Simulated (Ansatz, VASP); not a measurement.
# Cross-check of WSe2 between VASP and Ansatz

Aim: how closely do two programs agree when they are given the same cell, functional and k mesh? The structure shown is the end of the Ansatz relaxation below.

Method: plane waves, with VASP 6.6.1 beside it; single point at PBE with D3(BJ), in Ansatz 0.2.0.

## Step 1: The starting structure

The cell holds 15 atoms: 5 W and 10 Se. Its edges and angles: a = 3.280 Å, b = 3.280 Å, c = 44.261 Å, α = 90.0°, β = 90.0°, γ = 120.0°. Vacuum lies along c.

As a file:

```cif
data_structure
_symmetry_space_group_name_H-M 'P 1'
_symmetry_Int_Tables_number 1
_cell_length_a 3.2802
_cell_length_b 3.2802
_cell_length_c 44.2611
_cell_angle_alpha 90.000
_cell_angle_beta 90.000
_cell_angle_gamma 120.000
_cell_volume 412.43
loop_
_atom_site_label
_atom_site_type_symbol
_atom_site_fract_x
_atom_site_fract_y
_atom_site_fract_z
_atom_site_occupancy
W1 W 0.66667 0.33333 0.21094 1
W2 W 0.33333 0.66667 0.35551 1
W3 W 0.66667 0.33333 0.50000 1
W4 W 0.33333 0.66667 0.64449 1
W5 W 0.66667 0.33333 0.78906 1
Se6 Se 0.33333 0.66667 0.17285 1
Se7 Se 0.33333 0.66667 0.24900 1
Se8 Se 0.33333 0.66667 0.46196 1
Se9 Se 0.66667 0.33333 0.31747 1
Se10 Se 0.33333 0.66667 0.53804 1
Se11 Se 0.66667 0.33333 0.39355 1
Se12 Se 0.33333 0.66667 0.75100 1
Se13 Se 0.66667 0.33333 0.60645 1
Se14 Se 0.33333 0.66667 0.82715 1
Se15 Se 0.66667 0.33333 0.68253 1
```

## Step 2: Ansatz: relaxation, PBE with D3(BJ)

Ansatz runs on its PAW soft_1 files.

This run makes the geometry at which the two programs are then compared.

input.yaml

```yaml
crystal:
  lattice:
    - [3.282, 0.0, 0.0]
    - [-1.641, 2.84229538, 0.0]
    - [0.0, 0.0, 44.261088]
  atoms:
    - { symbol: W, position: [0.66666667, 0.33333333, 0.20719201] }
    - { symbol: W, position: [0.33333333, 0.66666667, 0.35359601] }
    - { symbol: W, position: [0.66666667, 0.33333333, 0.5] }
    - { symbol: W, position: [0.33333333, 0.66666667, 0.64640399] }
    - { symbol: W, position: [0.66666667, 0.33333333, 0.79280799] }
    - { symbol: Se, position: [0.33333333, 0.66666667, 0.16944907] }
    - { symbol: Se, position: [0.33333333, 0.66666667, 0.24493496] }
    - { symbol: Se, position: [0.33333333, 0.66666667, 0.46225705] }
    - { symbol: Se, position: [0.66666667, 0.33333333, 0.31585306] }
    - { symbol: Se, position: [0.33333333, 0.66666667, 0.53774295] }
    - { symbol: Se, position: [0.66666667, 0.33333333, 0.39133896] }
    - { symbol: Se, position: [0.33333333, 0.66666667, 0.75506504] }
    - { symbol: Se, position: [0.66666667, 0.33333333, 0.60866104] }
    - { symbol: Se, position: [0.33333333, 0.66666667, 0.83055093] }
    - { symbol: Se, position: [0.66666667, 0.33333333, 0.68414694] }
kpoints:
  mp_grid: { grid: [12, 12, 1] }
scf:
  occupations: { method: fermi_dirac, width: 0.02 }
hamiltonian:
  xc: pbe
  pseudopotentials: { kind: paw, azcp: { folder: soft_1 } }
  dispersion: d3bj
basis:
  ecutwfc: 600
output:
  forces: true
  stress: true
  write_density: true
  write_potential: true
  elf: true
  volumetric_format: npy
relax:
  f_tol: 0.005
  max_steps: 70
  cell: { stress_tol: 0.02, p_target: 0, fix: [c, alpha, beta, gamma] }
```

Command:

```
$ ansatz run input.yaml --threads 4 --pin off --max-ram 10240MiB --backend cpu --events-out ev --progress --plain --runs-dir out
```

Numbers of over 12 decimals in the logs are rounded to 6 here.

The log of the run:

```text
Warning: crystal.symmetry: narrowed to the stabiliser of the fixed cell quantities (relax.cell.fix) — unitary ops 12 → 4. The narrowing is safe, since a smaller group never makes results wrong: the run goes on under it, on as many k-points as the starting group would need, or more. Excluded: 8 operations that would move a fixed cell quantity at a test strain (relax.cell.fix fixes c, alpha, beta, gamma). The cell can leave their symmetry as it relaxes.
Engine: ansatz 0.2.0, aarch64-unknown-linux-gnu
Pseudopotentials: kind: paw
Pseudopotential: W, paw, valence charge 14, recommended cutoff 420 eV (normal), soft_1/W.paw.azcp
Pseudopotential: Se, paw, valence charge 16, recommended cutoff 420 eV (normal), soft_1/Se.paw.azcp
Functional definition: PBE
  parameter kappa = 0.804
  parameter beta = 0.066725
  exchange = pbe_x(kappa = kappa, mu = beta*pi^2/3)
  correlation = pbe_c(beta = beta)
Crystal: 15 atoms, lattice volume = 412.886 Å³
Basis set: ecut = 600 eV, 14001 PW (Γ), exchange–correlation on 54×54×720 points (8 copies of the dense FFT grid, shifted against one another)
Bands: 138, of which v1, the nominal top of the filled ones, is band 115 counted from 1 (114 counted from 0)
Symmetry: 4 space group operations
k-points: 43 of 144 (time reversal used)
Non-local potential: W, projectors of the file, l = 0: 3, l = 1: 2, l = 2: 2, l = 3: 1
Non-local potential: Se, projectors of the file, l = 0: 2, l = 1: 2, l = 2: 3, l = 3: 1
PAW form: soft (Blöchl's): semilocal exchange-correlation on the pseudo side does not see the compensation charge
PAW one-centre angular grid: W, 590 points (default); XC on 64 Gauss nodes
PAW one-centre angular grid: Se, 590 points (default); XC on 64 Gauss nodes
Initial density: superposition of atomic densities (neutral atoms: chi_scale 0, normalization atom)
Initial wavefunctions: pseudopotential atomic-orbital guess
Functional: x = pbe(κ = 0.804, μ = 0.219515), c = pbe(β = 0.066725)
iter 1 solved again at ethr=2.18e-3 eV; its pass at ethr=3.10e-3 eV (dr2=5.01e0 eV) is discarded
SCF iter   1: F=—  HF=-106636.606826 eV  |F-HF|=—  |Δ(HF+E_count)|=         —  Δρ=2.92e-2  dr2=5.10e0  ethr=2.18e-3  ⟨swp⟩=1.4  Hψ=28909  notcnv=0
preconditioner: auto → Resta (q_TF=auto, 2.475 Å⁻¹)  ε∞=4.8  [insulator: Δε(μ)=1.102 eV  Ē_g=8.925 eV  σ=0.020 eV  W_gap=1.00  n_scr=124 (ndim 8)  ℏωp=17.3 eV  f_vac=0.275  D(μ)=0.00/eV (n_scr^D=0)  ε∞_Penn≈4.8  vacuum switching on, ρ_ref=5.8e-3 e/Å³]
SCF iter   2: F=—  HF=-106635.610853 eV  |F-HF|=—  |Δ(HF+E_count)|=   9.96e-1  Δρ=1.64e-2  dr2=1.46e0  ethr=2.18e-3  ⟨swp⟩=3.1  Hψ=8837  notcnv=0  defer=12
SCF iter   3: F=—  HF=-106635.241545 eV  |F-HF|=—  |Δ(HF+E_count)|=   3.69e-1  Δρ=2.30e-3  dr2=3.02e-2  ethr=6.34e-4  ⟨swp⟩=3.3  Hψ=9126  notcnv=0  defer=273
SCF iter   4: F=—  HF=-106635.240240 eV  |F-HF|=—  |Δ(HF+E_count)|=   1.31e-3  Δρ=1.07e-3  dr2=1.81e-2  ethr=1.31e-5  ⟨swp⟩=3.0  Hψ=12152  notcnv=0  defer=525
SCF iter   5: F=—  HF=-106635.238723 eV  |F-HF|=—  |Δ(HF+E_count)|=   1.52e-3  Δρ=6.46e-4  dr2=2.94e-3  ethr=7.87e-6  ⟨swp⟩=2.1  Hψ=10098  notcnv=0  defer=525
SCF iter   6: F=—  HF=-106635.239326 eV  |F-HF|=—  |Δ(HF+E_count)|=   6.03e-4  Δρ=2.55e-4  dr2=5.55e-4  ethr=1.28e-6  ⟨swp⟩=2.0  Hψ=7200  notcnv=0  defer=550
SCF iter   7: F=—  HF=-106635.239536 eV  |F-HF|=—  |Δ(HF+E_count)|=   2.10e-4  Δρ=9.05e-5  dr2=1.16e-4  ethr=2.41e-7  ⟨swp⟩=2.1  Hψ=7181  notcnv=0  defer=550
SCF iter   8: F=—  HF=-106635.239566 eV  |F-HF|=—  |Δ(HF+E_count)|=   3.05e-5  Δρ=4.71e-5  dr2=4.04e-5  ethr=5.03e-8  ⟨swp⟩=2.7  Hψ=7139  notcnv=0  defer=550
SCF iter   9: F=—  HF=-106635.239656 eV  |F-HF|=—  |Δ(HF+E_count)|=   8.96e-5  Δρ=1.61e-5  dr2=3.29e-6  ethr=1.76e-8  ⟨swp⟩=2.0  Hψ=7254  notcnv=0  defer=550
SCF iter  10: F=—  HF=-106635.239657 eV  |F-HF|=—  |Δ(HF+E_count)|=   1.42e-6  Δρ=6.93e-6  dr2=1.71e-6  ethr=1.43e-9  ⟨swp⟩=2.2  Hψ=7190  notcnv=0  defer=550
SCF iter  11: F=—  HF=-106635.239657 eV  |F-HF|=—  |Δ(HF+E_count)|=   4.10e-8  Δρ=2.57e-6  dr2=1.23e-7  ethr=7.42e-10  ⟨swp⟩=2.0  Hψ=6657  notcnv=0  defer=550
SCF iter  12: F=-106635.239657 eV  HF=-106635.239657 eV  |F-HF|=7.42e-10  |Δ(HF+E_count)|=   1.77e-8  Δρ=8.04e-7  dr2=5.30e-9  ethr=4.35e-11  ⟨swp⟩=9.8  Hψ=35711  notcnv=0
SCF 1 converged in 12 iterations: F = -106635.239657 eV  dr2 = 5.30e-9
  greatest PAW one-centre occupation: 1.000 electrons in one spin orbital (limit 2), on the Se atom at site 9 (counted from 0), in its partial waves of l = 2
relax step   1: F+E_penalty+E_count = -106635.23965742 eV  Δ(F+E_penalty+E_count) = +0.000e0 eV  max|allowed force component| = 2.888e-1 eV/Å  Δτ_max = 0.0000 Å  P = +0.694 GPa  Ω = 412.886 Å³  fix = [c, alpha, beta, gamma]  reactions: c +1.172 GPa; gamma -0.000 GPa/rad  (12 SCF iters, dr2 threshold 1.00e-7 eV, accepted)
Crystal: 15 atoms, lattice volume = 405.525 Å³
[...]
E_kinetic    = 3224.879204
  E_local      = -332874.261345  (includes V_loc(G=0)·N_el)
  E_nonlocal   = -3668.294054
  E_hartree    = 166365.360663
  E_xc         = -2194.885676
  E_vxc        = -2068.320181  (∫ρ·V_xc dr)
  E_paw        = -64188.203777  (= ΣΔE_a)
  E_vpaw       = -2689.811417  (= ΣTr[D̂ρ^β])
  E_aug_tail   = 0.000146  (compensation charges beyond the density's cutoff)
  E_ewald      = 126706.837119
  E_disp       = -6.700175  (pairwise vdW)
  E_smearing   = -0.000000  (= −TS)
  E_closure    = -0.000000  (closes the sum)
  Σ components = -106635.267896   (vs F -106635.267896, Δ=0.00e0)
--- Forces (eV/Å), atoms counted from 1 ---
  atom   1  W      0.00000001    -0.00000000    -0.00097946
  atom   2  W     -0.00000002     0.00000001     0.00149228
  atom   3  W      0.00000002    -0.00000001    -0.00000000
  atom   4  W     -0.00000002     0.00000001    -0.00149228
  atom   5  W      0.00000001    -0.00000000     0.00097946
  atom   6  Se    -0.00000001     0.00000001    -0.00027390
  atom   7  Se     0.00000002    -0.00000001     0.00082852
  atom   8  Se     0.00000002    -0.00000001     0.00062818
  atom   9  Se    -0.00000001     0.00000000    -0.00106935
  atom  10  Se     0.00000002    -0.00000001    -0.00062818
  atom  11  Se    -0.00000002     0.00000001     0.00038139
  atom  12  Se     0.00000002    -0.00000001    -0.00082852
  atom  13  Se    -0.00000002     0.00000001    -0.00038139
  atom  14  Se    -0.00000001     0.00000001     0.00027390
  atom  15  Se    -0.00000001     0.00000000     0.00106935
  max |Σ_I F_I| component: 7.11e-9 eV/Å
--- Stress (GPa, compression-positive) ---
        0.000158       0.000000       0.000000
        0.000000       0.000158      -0.000000
        0.000000       0.000000      -0.013895
  P = ⅓ Tr σ = -0.0045 GPa (-0.045 kbar)
--- Band table (eV; the first three rows and the last of 43) ---
  k-point 0: bands = [... 111 lower, 7.4635, 7.7427, 7.9147, 8.0047, 10.6599, 10.6599, 10.6623, 10.6623, ... 19 higher]
  k-point 1: bands = [... 111 lower, 7.4482, 7.6497, 7.7697, 7.8295, 10.4262, 10.4377, 10.4626, 10.4759, ... 19 higher]
  k-point 2: bands = [... 111 lower, 7.1744, 7.2693, 7.3101, 7.3231, 9.6857, 9.7734, 9.9090, 10.0527, ... 19 higher]
  k-point 42: bands = [... 111 lower, 6.7508, 6.8352, 6.9097, 6.9565, 10.1914, 10.2014, 10.2152, 10.2280, ... 19 higher]
--- Relaxed structure (6 steps of the walk, 5 accepted, 1 SCFs on fresh bases) ---
  F+E_penalty+E_count = -106635.26789594 eV   max|allowed force component| = 1.492e-3 eV/Å   (the final SCF, on the basis selected at the relaxed cell)
  cell:  # Å, volume = 412.4303 Å³
    - [3.280190, -2.3406928049134783e-19, 0.0]
    - [-1.640095, 2.840727, 0.0]
    - [0.0, 0.0, 44.261088]
  atoms:
    - { symbol: W, position: [0.666667, 0.333333, 0.210937] }
    - { symbol: W, position: [0.333333, 0.666667, 0.355510] }
    - { symbol: W, position: [0.666667, 0.333333, 0.5] }
    - { symbol: W, position: [0.333333, 0.666667, 0.644490] }
    - { symbol: W, position: [0.666667, 0.333333, 0.789063] }
    - { symbol: Se, position: [0.333333, 0.666667, 0.172853] }
    - { symbol: Se, position: [0.333333, 0.666667, 0.249005] }
    - { symbol: Se, position: [0.333333, 0.666667, 0.461956] }
    - { symbol: Se, position: [0.666667, 0.333333, 0.317468] }
    - { symbol: Se, position: [0.333333, 0.666667, 0.538044] }
    - { symbol: Se, position: [0.666667, 0.333333, 0.393553] }
    - { symbol: Se, position: [0.333333, 0.666667, 0.750995] }
    - { symbol: Se, position: [0.666667, 0.333333, 0.606447] }
    - { symbol: Se, position: [0.333333, 0.666667, 0.827147] }
    - { symbol: Se, position: [0.666667, 0.333333, 0.682532] }
```

In the SCF lines HF is the Harris–Foulkes energy and dr2 the Hartree energy of the density residual, in eV; the loop may stop once dr2 is under the threshold and the program's other checks hold. Hψ counts applications of the Hamiltonian.

(Continued in part 2 of 2.)

[Lines on the potential files, build, host, timing and source positions are cut from VASP's logs without a mark.]

[Logs are printed without paths, hosts, clocks, repeated set-up lines and the standing remarks that a program may print on its own settings, such as how far it seeks lower states.]

[Hosts, paths, dates, database ids (printed as entryN), source tags and the programs' standing remarks are cut or masked in the printed files.]
